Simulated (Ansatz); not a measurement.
CaSe:

```
Se Ca
1.0
     0.00000    2.95600    2.95600
     2.95600    0.00000    2.95600
     2.95600    2.95600    0.00000
Se Ca
1 1
Direct
  0.50000 0.50000 0.50000
  0.00000 0.00000 0.00000
```

Base run:

```yaml
Program: Ansatz 0.2.0
Functional: HSE06
Potentials_or_basis: all-electron PAW datasets made for the crystal
Cutoff: 250 eV (chosen from the basis error)
k_mesh: 6 × 6 × 6
Occupations: fermi-dirac, width 0.05 eV
Spin: no spin polarisation
```

Its results: band gap on the k mesh 2.97 eV, indirect (least direct gap 4.02 eV); pressure 0.8 GPa.

Q: The run is repeated on the same cell with these changes: functional from HSE06 to PBE; cutoff from 250 eV (chosen from the basis error) to 220 eV (chosen from the basis error). What comes out?

A: Band gap on the k mesh 2.03 eV, indirect (least direct gap 2.96 eV); pressure 1.2 GPa.

HSE06 gives the wider gap, since exact exchange removes part of the self-interaction.

A k mesh can miss the band edges.
